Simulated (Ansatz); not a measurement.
# Trial inputs on Hg

The reference input for Ansatz (plane-wave DFT with PAW):

```yaml
crystal:
  lattice:
    - [2.2339762741, -2.0458582601, 0.0]
    - [2.2339762741, 2.0458582601, 0.0]
    - [-0.3487351701, 0.0, 3.0398006871]
  atoms:
    - { symbol: Hg, position: [0.5, 0.5, 0.5] }
basis:
  ecutwfc: 420
kpoints:
  mp_grid: { grid: [6, 6, 6] }
hamiltonian:
  xc: pbe
scf:
  occupations: { method: gaussian, width: 0.1 }
output:
  forces: true
  stress: true
  eigenvalues: true
```

Command:

```bash
ansatz run input.yaml --threads 1 --pin off --max-ram 1331MiB --backend cpu --events-out ev --progress --plain --runs-dir out
```

The run converges in 6 SCF iterations on 68 irreducible k-points: pressure 0.43 GPa, no gap.

The inputs are trials, many of them unsound on purpose. Their numbers show the effect of the settings and aren't properties of the material. Each trial's input is given as a difference from the reference's; energies are extrapolated to zero smearing where there is one, and pressure is positive in compression. Charged cells sit in a uniform background, and their pressures hang on that convention.

Trial 1 (volume scaled far):

```diff
 crystal:
   lattice:
-    - [2.2339762741, -2.0458582601, 0.0]
-    - [2.2339762741, 2.0458582601, 0.0]
-    - [-0.3487351701, 0.0, 3.0398006871]
+    - [1.4073168664, -1.2888099435, 0.0]
+    - [1.4073168664, 1.2888099435, 0.0]
+    - [-0.2196893908, 0.0, 1.9149544366]
 kpoints:
-  mp_grid: { grid: [6, 6, 6] }
+  mp_grid: { grid: [2, 3, 1] }
 scf:
+  max_iter: 90
```

The run converges in 6 SCF iterations on 4 irreducible k-points: energy 35.76 eV per atom above the reference, pressure 2444 GPa, gap on the sampled k-points 5.94 eV (the reference is a metal, so it comes from the sampling or the changed settings). It warns that the mesh lowers the symmetry.

Trial 2:

```diff
 kpoints:
+  band_path: { path: [[0, 0, 0], [0.5, 0, 0], [0.5, 0.5, 0.5]], npoints: 4 }
 scf:
-  occupations: { method: gaussian, width: 0.1 }
+  occupations: { method: gaussian, width: 0.024 }
```

The run converges in 6 SCF iterations on 68 irreducible k-points: energy 0.44 meV per atom above the reference, pressure 0.44 GPa, no gap.

Trial 3:

```diff
+total_charge: 1
 hamiltonian:
+  hubbard: { sites: [{ species: Hg, l: d, u_eff: 4.3 }] }
+  dispersion: d3bjatm
```

The run converges in 8 SCF iterations on 68 irreducible k-points: pressure -6.10 GPa (with the neutralising background of the charged cell), no gap. It warns that the count of filled bands differs between k-points. Under a U the state reached may not be the lowest.

Trial 4:

```diff
 basis:
+  precision: f64
 kpoints:
-  mp_grid: { grid: [6, 6, 6] }
+  mp_grid: { kspacing: 0.5 }
 scf:
+  max_iter: 20
```

The run converges in 6 SCF iterations on 39 irreducible k-points: energy 10.4 meV per atom below the reference, pressure 0.93 GPa, no gap.

Trial 5 (volume scaled):

```diff
 crystal:
   lattice:
-    - [2.2339762741, -2.0458582601, 0.0]
-    - [2.2339762741, 2.0458582601, 0.0]
-    - [-0.3487351701, 0.0, 3.0398006871]
+    - [2.3337097474, -2.1371934066, 0.0]
+    - [2.3337097474, 2.1371934066, 0.0]
+    - [-0.3643040775, 0.0, 3.1755093265]
   atoms:
-    - { symbol: Hg, position: [0.5, 0.5, 0.5] }
+    - { symbol: Hg, position: [0.5, 0.5, 0.5], spin: 1.0 }
 scf:
+  lower_state_search: "off"
+  n_extra_bands: 2
+  convergence: { dr2_threshold: "1e-2 eV" }
 output:
+  populations: true
+magnetization:
+  spin_polarized: true
```

The run converges in 12 SCF iterations on 68 irreducible k-points: energy 22.6 meV per atom above the reference, pressure -1.07 GPa, no gap, cell moment 0.00 μB. It warns that the SCF threshold is loose for the forces; that the bands leave little room for a larger moment; that the starting moments were lost; that the SCF threshold is loose for the stress.

Trial 6:

```diff
 hamiltonian:
+  hubbard: { sites: [{ species: Hg, l: d, u_eff: 4.9 }] }
 scf:
-  occupations: { method: gaussian, width: 0.1 }
+  occupations: { method: fermi_dirac, width: "600 K" }
+  max_iter: 100
 output:
+  efg: {}
```

The run converges in 6 SCF iterations on 68 irreducible k-points: pressure 1.11 GPa, no gap. It warns that the count of filled bands differs between k-points; that field gradients leave spin–orbit coupling out.

Trial 7:

```diff
 basis:
-  ecutwfc: 420
+  ecutwfc: "15 Ha"
+  ecutrho_ratio: 5
 output:
+  populations: true
```

The run converges in 6 SCF iterations on 68 irreducible k-points: energy 0.32 meV per atom above the reference, pressure 0.43 GPa, no gap. It warns that the cutoff lies under the recommended one, 420 eV for these potentials.

Trial 8 (volume scaled):

```diff
 crystal:
   lattice:
-    - [2.2339762741, -2.0458582601, 0.0]
-    - [2.2339762741, 2.0458582601, 0.0]
-    - [-0.3487351701, 0.0, 3.0398006871]
+    - [2.1821462819, -1.9983927526, 0.0]
+    - [2.1821462819, 1.9983927526, 0.0]
+    - [-0.3406442421, 0.0, 2.96927494]
 hamiltonian:
+  hubbard: { sites: [{ species: Hg, l: d, u: 4.7, j: 1.0 }] }
```

The run converges in 7 SCF iterations on 68 irreducible k-points: pressure 4.10 GPa, no gap. It warns that the count of filled bands differs between k-points.